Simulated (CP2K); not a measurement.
# CuI and the effect of the Hubbard U on Cu d

```xyz
2
Lattice="4.2872 0.0000 0.0000 2.1436 3.7128 0.0000 2.1436 1.2376 3.5005" Properties=species:S:1:pos:R:3 pbc="T T T"
I     0.0000    0.0000    0.0000
Cu    6.4308    3.7128    2.6254
```

Kept alike: task projected density of states; functional PBE; k mesh 6 × 6 × 6; occupations fermi-dirac, width 0.05 eV; no spin polarisation. Program: CP2K, GTH_POTENTIALS I GTH-PBE-q7, Cu GTH-PBE-q11; DZVP-MOLOPT-SR-GTH basis. The mesh is that of the run's cell of 2 atoms. No spin-orbit coupling.

| Hubbard U on Cu d, U (eV) | band gap (eV) |
| --- | --- |
| 0 | 1.165 |
| 2 | 1.799 |
| 4 | 2.326 |
| 6 | 2.704 |
| 8 | 2.952 |

U acts here on a shell without spin polarisation. Spin-orbit coupling, left out here, moves the band edges of heavy atoms and can close or invert small gaps. How U acts hangs on the program's projectors. A gap read on the mesh alone can miss an edge between its points.

The band gap rises from 1.165 to 2.952 eV between 0 and 8 eV. U pushes filled shell states down and empty ones up. The mean slope is +0.22 eV per eV of U.
